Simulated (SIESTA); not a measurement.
The system is HfN.

```
CELL_PARAMETERS angstrom
0.00000 2.25600 2.25600
2.25600 0.00000 2.25600
2.25600 2.25600 0.00000
ATOMIC_POSITIONS crystal
Hf 0.00000 0.00000 0.00000
N 0.50000 0.50000 0.50000
```

Base run:

| Item | Value |
| --- | --- |
| Program | SIESTA 5.4.2 |
| Functional | PBE |
| Potentials or basis | PseudoDojo 0.4 standard (PBE files) |
| Basis | DZP (energy shift 0.003 Ry; two zetas on semicore shells) |
| Grid cutoff | 800 Ry |
| Energy shift | 0.003 Ry |
| k mesh | 10 × 10 × 10 |
| Occupations | fermi-dirac, width 0.05 eV |
| Spin | no spin polarisation |

Its results: band gap on the k mesh none (metal or under the smearing width); pressure 10.3 GPa.

Question: The run is repeated on the same cell with these changes: functional from PBE to PBEsol; potentials or basis from PseudoDojo 0.4 standard (PBE files) to PseudoDojo 0.4 standard (PBEsol files). What comes out?

Answer: Band gap on the k mesh none (metal or under the smearing width); pressure 1.3 GPa.

Caveats: short orbitals over semicore shells can move pressures by several GPa; the basis of atomic orbitals isn't converged, which shifts pressures, moduli and gaps; the basis holds too few empty states to meet the f-sum rule, so the spectrum is short of weight at high energy (some runs).
